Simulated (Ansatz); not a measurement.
# Electron scattering at the Σ3 (111) boundary in fcc Pt with Pd (substitutional), part 2 of 2

How much does the Σ3 (111) boundary in fcc Pt with Pd (substitutional) reflect electrons?

Ansatz 0.2.0; Ansatz plane-wave DFT, PBE, PAW files; relaxation of a bicrystal slab with its lowest layers held; PAW set soft_1 (the session's first sound run).

So far. Step 2 (Relaxing the bicrystal): The largest force component on a free atom ends at 0.029 eV/Å, under the tolerance of 0.03, after 5 steps.

**3. Transmission across the boundary**

Bulk layers of each grain are laid under and over the relaxed boundary, and a lead is named in the middle of each, away from the free faces. The mesh across the current, 26×26, is finer than the density's, because channels open and close sharply across the zone. Energies from -0.1 to 0.1 eV in steps of 0.05 eV are too few for the program's thermal sum, so it prints no conductance; for a metal the transmission near the Fermi level serves, at a fraction of the cost.

This step: Ansatz plane-wave DFT, PBE, PAW files; ballistic transport by layer matching (Landauer), zero bias; boundary relaxed in a short slab, bulk layers laid on; PAW set soft_1 (Ansatz 0.2.0).

System of this step: Σ3 (111) boundary in fcc Pt with Pd (substitutional). The cell holds 38 atoms: 37 Pt and 1 Pd. Cell: a = 5.546 Å, b = 2.773 Å, c = 49.000 Å, α = 90.0°, β = 90.0°, γ = 120.0°. It derives from Pt. Regions: lower grain, 16 atoms (16 Pt); boundary, 10 atoms (9 Pt and 1 Pd); upper grain, 12 atoms (12 Pt). Vacuum lies along c.

input.yaml

```yaml
crystal:
  lattice:
    - [5.546262749, 0.0, 0.0]
    - [-1.3865656872, 2.4016022183, 0.0]
    - [0.0, 0.0, 48.999870808]
  atoms:
    - { symbol: Pt, position: [-1.6666666666, -6.6666666665, 0.0816328683] }
    - { symbol: Pt, position: [-1.1666666666, -6.6666666665, 0.0816328683] }
    - { symbol: Pt, position: [-1.4999999999, -5.9999999999, 0.1278422204] }
    - { symbol: Pt, position: [-0.9999999999, -5.9999999999, 0.1278422204] }
    - { symbol: Pt, position: [-1.3333333332, -5.3333333332, 0.1740515726] }
    - { symbol: Pt, position: [-0.8333333332, -5.3333333332, 0.1740515726] }
    - { symbol: Pt, position: [-1.1666666666, -4.6666666666, 0.2202609248] }
    - { symbol: Pt, position: [-0.6666666666, -4.6666666666, 0.2202609248] }
    - { symbol: Pt, position: [-0.9999999999, -3.9999999999, 0.2664702769] }
    - { symbol: Pt, position: [-0.4999999999, -3.9999999999, 0.2664702769] }
    - { symbol: Pt, position: [-0.8333333333, -3.3333333333, 0.3126796291] }
    - { symbol: Pt, position: [-0.3333333333, -3.3333333333, 0.3126796291] }
    - { symbol: Pt, position: [-0.6666666666, -2.6666666666, 0.3588889812] }
    - { symbol: Pt, position: [-0.1666666666, -2.6666666666, 0.3588889812] }
    - { symbol: Pt, position: [-0.5, -2.0, 0.4050983334] }
    - { symbol: Pt, position: [0.0, -2.0, 0.4050983334] }
    - { symbol: Pt, position: [0.6666666667, 0.6666666667, 0.4513076855] }
    - { symbol: Pt, position: [0.1666666667, 0.6666666667, 0.4513076855] }
    - { symbol: Pt, position: [0.8324816938, 0.3324816938, 0.4986244359] }
    - { symbol: Pt, position: [0.3323757331, 0.3323757331, 0.4987657415] }
    - { symbol: Pd, position: [-0.0016864416, -0.0016864416, 0.5461621756] }
    - { symbol: Pt, position: [0.4991441819, -0.0008558181, 0.5461559294] }
    - { symbol: Pt, position: [0.8325210635, 0.3325210635, 0.5937804966] }
    - { symbol: Pt, position: [0.3328585389, 0.3328585389, 0.5935514959] }
    - { symbol: Pt, position: [0.6671346885, 0.6671346885, 0.6412906987] }
    - { symbol: Pt, position: [0.16737397, 0.66737397, 0.6409313389] }
    - { symbol: Pt, position: [-0.4994123374, -1.9994123374, 0.6873203709] }
    - { symbol: Pt, position: [0.0005876626, -1.9994123374, 0.6873203709] }
    - { symbol: Pt, position: [-0.666079004, -2.666079004, 0.7335297231] }
    - { symbol: Pt, position: [-0.166079004, -2.666079004, 0.7335297231] }
    - { symbol: Pt, position: [-0.8327456707, -3.3327456707, 0.7797390752] }
    - { symbol: Pt, position: [-0.3327456707, -3.3327456707, 0.7797390752] }
    - { symbol: Pt, position: [-0.9994123373, -3.9994123373, 0.8259484274] }
    - { symbol: Pt, position: [-0.4994123373, -3.9994123373, 0.8259484274] }
    - { symbol: Pt, position: [-1.166079004, -4.666079004, 0.8721577796] }
    - { symbol: Pt, position: [-0.666079004, -4.666079004, 0.8721577796] }
    - { symbol: Pt, position: [-1.3327456707, -5.3327456706, 0.9183671317] }
    - { symbol: Pt, position: [-0.8327456707, -5.3327456706, 0.9183671317] }
kpoints:
  mp_grid: { grid: [10, 10, 1] }
hamiltonian:
  xc: pbe
  pseudopotentials: { kind: paw, azcp: { folder: soft_1 } }
scf:
  occupations: { method: fermi_dirac, width: 0.1 }
output:
  transmission:
    leads: [[10, 12], [28, 30]]
    kmesh: [26, 26]
    e_range: [-0.1, 0.1]
    de: 0.05
  write_potential: true
  write_density: true
  volumetric_format: npy
  elf: true
```

Run with:

```console
> ansatz run input.yaml --threads 4 --pin off --max-ram 15360MiB --backend cpu --events-out ev --progress --plain --runs-dir out
```

Numbers of over 12 decimals in the logs are rounded to 6 here.

The program printed:

```text
[...]
Crystal: 38 atoms, lattice volume = 652.674 Å³
Basis set: ecut = 420 eV, 12795 PW (Γ)
Bands: 411, of which v1, the nominal top of the filled ones, is band 342 counted from 1 (341 counted from 0)
Symmetry: 2 space group operations
[...]
k-points: 36 of 100 (time reversal used)
[...]
SCF iter   1: F=—  HF=-470402.202300 eV  |F-HF|=—  |Δ(HF+E_count)|=         —  Δρ=1.16e-1  dr2=6.95e2  ethr=3.10e-3  ⟨swp⟩=6.0  Hψ=50963  notcnv=0  defer=638
[...]
SCF iter  14: F=-470385.279538 eV  HF=-470385.279538 eV  |F-HF|=2.96e-8  |Δ(HF+E_count)|=   8.15e-9  Δρ=1.20e-6  dr2=3.17e-8  ethr=1.46e-11  ⟨swp⟩=2.0  Hψ=21427  notcnv=0
SCF 1 converged in 14 iterations: F = -470385.279538 eV  dr2 = 3.17e-8
[...]
transmission: 963 of 9604 steps passed
transmission: 1923 of 9604 steps passed
[...]
transmission: 9604 of 9604 steps passed
WARN: The output density's exchange-correlation potential varies sharply where the density is thin. Do not read a vacuum level from v_tot or v_xc, or from such a field of the output density. On a cell that repeats whose density bears no net charge and no dipole along the vacuum's axis use v_es (v_loc + v_h of the components); under efield.dipole_correction with no amplitude use v_es + v_field, which holds any externa [...]
SCF converged after 14 iterations
Free energy (F): -470385.279538 eV
[...]
Internal energy: -470383.162583 eV  (E = F + TS)
E sigma→0 (E₀):  -470384.221060 eV
Entropy (-TS):   -2.116956 eV (-55.709 meV/atom)
Fermi energy:    19.738812 eV
[...]
--- Band table (eV; the first three rows and the last of 36) ---
  k-point 0: bands = [... 338 lower, 19.7405, 19.7459, 19.7700, 19.7733, 19.7923, 19.8134, 19.8284, 19.8365, ... 65 higher]
  k-point 1: bands = [... 338 lower, 19.5154, 19.5559, 19.5969, 19.6110, 19.6379, 19.6439, 19.7019, 19.7397, ... 65 higher]
  k-point 2: bands = [... 338 lower, 19.6024, 19.6663, 19.6922, 19.7098, 19.7641, 19.7950, 19.8117, 19.8339, ... 65 higher]
  k-point 35: bands = [... 338 lower, 20.1475, 20.1631, 20.1696, 20.1806, 21.5992, 21.5995, 21.6079, 21.6080, ... 65 higher]
--- Transmission ---
  basis      : 121 plane waves across, 49 finite elements along
  points     : 196, standing for a mesh of 26 x 26
  energies   : 5 from -0.100000 to 0.100000 eV about the Fermi level, 0.050000 eV apart; the leads are filled to 0.000000 eV, and channels, transmission and decay are at 0.000000 eV
  crystal 0  : Pt2, at the sites [10, 12], period 2.2643 Å, over 20.38 Å; its Hamiltonian steps by up to 5.4 meV
    offset         : up to 0.0000 Å between an atom of the period and one for which it stands
    channels       : 3.507396e0 a spin
    conductance    : none, the energies end too early or step too widely for 300 K: set another output.transmission.e_range or a lower de, or, where they end at an eighth of basis.ecutwfc, a higher one
[...]
channels       : 3.519231e0 a spin
[...]
junction   : crystal 0 to crystal 1, 13.49 to 36.38 Å
    transmission   : 2.297488e0 a spin
[...]
```

It took 22 min on 4 threads of Arm Neoverse V1, shared host; peak memory 12 GiB; 81 min of CPU time.

In the SCF lines HF is the Harris–Foulkes energy and dr2 the Hartree energy of the density residual, in eV; the loop may stop once dr2 is under the threshold and the program's other checks hold. Hψ counts applications of the Hamiltonian.

This step gave:

```yaml
free_energy: -470385.2795 eV
energy_at_zero_smearing: -470384.2211 eV
fermi_energy: 19.74 eV
cell_area: 13.32 Å²
transmission_per_spin_nearest_the_fermi_level: 2.297
open_channels_per_spin_nearest_the_fermi_level: 3.507
open_channels_per_spin_upper_lead: 3.519
step_of_the_lead_s_potential: 5.4 meV
step_of_the_upper_lead_s_potential: 9.8 meV
```

Per spin. The transmission, zone mean by energy, zero at the Fermi level:

| energy (eV) | transmission, zone mean |
| --- | --- |
| -0.1000 | 2.71 |
| -0.0500 | 2.51 |
| 0.0000 | 2.30 |
| 0.0500 | 2.00 |
| 0.1000 | 1.69 |

Per spin. Table of open channels, zone mean by energy, zero at the Fermi level:

| energy (eV) | lead | upper lead |
| --- | --- | --- |
| -0.1000 | 3.93 | 3.93 |
| -0.0500 | 3.81 | 3.79 |
| 0.0000 | 3.51 | 3.52 |
| 0.0500 | 3.23 | 3.18 |
| 0.1000 | 2.79 | 2.79 |

Transmission over k1 and k2. At 0.0000 eV from the Fermi level.

Values, 12 rows by 16 columns, each cell a mean:
```
2.53 2.53 2.26 2.11 1.84 1.83 1.93 1.91 2.56 1.85 2.14 2.27 2.02 1.74 2.07 2.23
2.05 1.55 1.53 1.64 1.91 2.24 2.29 2.51 3.02 2.70 1.90 2.43 2.80 2.66 2.73 2.67
2.62 2.10 1.23 1.21 1.24 1.25 2.22 2.90 3.03 3.23 3.14 2.45 2.69 2.83 3.09 3.10
2.64 2.83 2.64 2.19 1.67 1.66 1.58 2.47 2.91 3.09 2.96 1.93 2.26 2.01 2.41 2.75
2.33 2.37 2.47 2.23 2.20 2.02 1.70 1.95 2.55 2.40 1.91 2.27 2.57 2.10 1.96 2.05
3.09 3.08 3.02 2.63 2.61 2.54 2.46 1.71 1.51 2.10 2.68 2.68 2.82 3.02 3.05 3.07
2.57 2.47 2.52 2.61 2.77 2.15 1.71 2.16 1.99 1.79 1.97 2.19 1.97 2.26 2.91 2.73
2.21 2.07 2.03 1.97 2.69 1.79 2.56 2.81 2.65 1.72 1.53 1.82 2.27 2.59 2.53 2.55
3.14 2.93 2.49 2.28 2.75 2.07 3.36 3.13 2.90 2.53 1.60 1.63 1.60 1.75 2.37 2.96
2.41 2.68 3.02 2.87 3.13 2.15 2.68 3.05 2.97 2.73 1.80 1.16 1.00 1.00 1.09 1.47
2.59 2.45 2.49 2.01 2.57 2.93 1.92 2.81 2.90 2.19 2.45 2.37 2.29 2.07 2.12 2.17
2.20 2.37 2.31 2.19 2.19 2.04 1.24 1.22 1.16 1.15 1.64 2.09 2.17 2.53 2.51 2.59
```
Columns: k1 (b1) from -0.5 to 0.462; rows upwards: k2 (b2) from -0.5 to 0.462.

Open channels over k1 and k2. At 0.0000 eV from the Fermi level.

Values, 12 rows by 16 columns, each cell a mean:
```
5.25 4.78 4.25 3.78 3.15 2.91 2.88 3.44 5.41 4.38 3.89 3.44 3.04 2.79 3.49 3.90
3.76 2.41 2.22 2.27 3.04 3.90 3.58 3.85 4.15 3.90 3.02 3.94 4.02 3.79 3.98 4.21
3.94 3.63 2.05 2.05 2.28 2.23 3.83 4.18 4.00 4.25 4.49 3.83 4.09 4.00 4.05 4.23
3.79 3.74 3.75 3.47 2.61 2.23 2.43 3.88 4.00 4.20 4.01 2.75 2.93 2.25 3.01 3.64
3.08 3.19 3.33 3.22 3.41 3.27 2.63 3.29 4.00 3.55 2.62 3.18 3.17 2.38 2.06 2.19
3.92 3.93 3.96 3.71 3.44 3.54 4.67 4.30 4.00 3.57 3.63 3.94 3.95 3.92 3.86 3.85
3.25 2.92 3.17 3.41 3.76 2.79 2.27 3.75 4.46 3.78 3.56 3.07 2.79 3.25 3.75 3.51
2.99 2.33 2.14 2.12 3.38 2.74 3.44 4.00 4.00 2.93 2.00 2.85 3.57 3.82 3.51 3.39
4.37 4.01 3.30 3.26 3.89 3.05 4.72 4.18 4.00 3.94 2.57 2.46 2.65 2.86 3.56 4.23
4.00 3.81 4.12 3.95 4.46 3.64 3.93 4.00 4.00 4.13 3.22 2.43 1.61 1.23 1.78 2.57
4.70 4.00 3.62 3.09 3.67 4.20 3.41 4.22 4.24 3.40 3.34 3.92 3.66 3.72 3.60 3.63
5.18 3.94 3.67 3.41 3.47 3.36 4.31 4.70 3.69 3.66 3.42 3.46 3.50 4.04 4.22 4.92
```
Columns: k1 (b1) from -0.5 to 0.462; rows upwards: k2 (b2) from -0.5 to 0.462.

Electrostatic potential energy in the ca plane at fractional y = 0.000, with atoms of Pt and Pd within 0.2 Å of it. With pseudopotentials it is smooth inside the atoms' cores, unlike the true potential.

Values in eV, 8 rows by 16 columns, each cell a mean:
```
 -2 -37  13  17  21  19  19  -1 -26  17  18  21  19  19 -12 -31
 18  12  18  -2  15   4   8  19  15  19  -3  16   4   8  17  13
 15   1  18   4  17   9  11  14   2  19   4  17   8  12  11   3
 -8 -45  10  20  22  21  20 -13 -43  14  20  22  20  20 -19 -40
 -2 -37  13  17  21  19  19  -7 -35  16  17  21  19  19 -12 -31
 18  12  18  -2  15   4   8  18  13  19  -3  16   3   8  17  13
 15   1  18   4  17   9  11  16   7  19   4  17   8  12  11   3
 -8 -45  10  20  22  21  20  -6 -35  16  20  22  20  20 -19 -40
```
Columns run along c (16.0 Å, from fractional 0.38 to 0.71 of the cell; values clipped at the 3rd and 97th percentile), rows up along a (5.5 Å). Atoms in or near the plane, at fractional coordinates: Pt at (0.41, 0.50), Pt at (0.41, 0.00), Pd at (0.55, 0.00), Pt at (0.55, 0.50), Pt at (0.69, 0.50), Pt at (0.69, 0.00).

ELF in the ca plane at fractional y = 0.000, with atoms of Pt and Pd within 0.2 Å of it. It is the smooth field of the valence electrons, not physical close to the nuclei.

Ten even steps from '0' (0.13) to '9' (0.59), each cell a mean:
```
26999732222100122221453462122210012222259998
24788522233211233221356641223321123322247885
22343222455322345421123211235542224553223432
22232222566423356632122211246643235663222322
22344222455322345422234432235542224553223442
24788522233211233222478853223321123322247885
26999732222100122222599973222210012222269998
26999832222100022222699983222210001222269998
25899732222210122222589973222221012222258997
23565322344322244322356642234432223432235653
22233222566322356532223222246642235663222332
22233222465322356531112111246642235653222332
23566422344322244321145421234432223432235664
25899732222110122221464552122221012222258997
26999832222100022211541352122210001222269998
```
Columns run along c (16.0 Å, from fractional 0.38 to 0.71 of the cell), rows up along a (5.5 Å). Atoms in or near the plane, at fractional coordinates: Pt at (0.41, 0.50), Pt at (0.41, 0.00), Pd at (0.55, 0.00), Pt at (0.55, 0.50), Pt at (0.69, 0.50), Pt at (0.69, 0.00).

Valence density in the ca plane at fractional y = 0.000, with atoms of Pt and Pd within 0.2 Å of it. It is the smooth field of the valence electrons, not physical close to the nuclei.

Ten steps, logarithmic in the rise over the least value, from '0' (0 e/Å³) to '9' (15 e/Å³), each cell a mean:
```
25888631111000011112589963111110001111258886
13676421222211123211357642122221012321135764
11333212344311244321123311134432124442113332
11122112455322345421111110135542124543111221
11333212344311244321133321134432123442113332
13676421222210123211367642122221012221136764
25888631111000011112588863111110001111258886
25898731111000011112589873111100001111258987
24787521122100112112478753112210011221247876
12455311233211233321245531123321123332124553
11222112355321345421112211135532124542112221
11222112355321345421112211135532124542112221
12455311233211233311245431123321123332124553
24787521122100112111478852112210011211247886
25898731111000011112589973111100001111258987
```
Columns run along c (16.0 Å, from fractional 0.38 to 0.71 of the cell), rows up along a (5.5 Å). Atoms in or near the plane, at fractional coordinates: Pt at (0.41, 0.50), Pt at (0.41, 0.00), Pd at (0.55, 0.00), Pt at (0.55, 0.50), Pt at (0.69, 0.50), Pt at (0.69, 0.00).

Over the solved energies the transmission per spin lies between 1.69 and 2.71, out of 3.46 channels of the lead on average (up to 3.93).

**4. Specific resistance**

This step: Ansatz plane-wave DFT, PBE, PAW files; ballistic transport by layer matching (Landauer), zero bias; specific resistance of the boundary; PAW set soft_1 (Ansatz 0.2.0).

This step gave:

```
area resistance                      : 0.2691 fΩ m²
T over the leads' mean channel count : 0.6494
```

Averaged over the energies near the Fermi level, 64.9 % of the channels pass, which makes 0.269 fΩ m².

By hand, with T and the leads' channels N averaged over the energies near the Fermi level: RA = A (h/2e²)(1/T − ½[1/N₁ + 1/N₂]) = 13.32×10⁻²⁰ m² × 12 906 Ω × (1/2.240 − ½[1/3.456 + 1/3.442]) = 0.269 fΩ m².

**5. Results**

```
specific resistance of the boundary : 0.269 fΩ m²
share of channels that pass         : 0.649
```

**Reading.** The boundary has a specific resistance of 0.27 fΩ m². The boundary reflects 35 % of the channels; 0.27 fΩ m² is 2.7×10⁻¹² Ω·cm². That equals the resistance of 2.5 nm of bulk Pt at 300 K (measured 10.8 µΩ cm, CRC Handbook of Chemistry and Physics, 84th ed., 2003, Electrical Resistivity of Pure Metals). One Pd in 13.3 Å² of boundary is a high coverage. One starting structure was relaxed; another shift or atom count at the boundary may lie lower. Spin-orbit coupling is left out, which matters for Pt.

[Logs are printed without paths, hosts, clocks, repeated set-up lines and the standing remarks that a program may print on its own settings, such as how far it seeks lower states.]

[Hosts, paths, dates, database ids (printed as entryN), source tags and the programs' standing remarks are cut or masked in the printed files.]
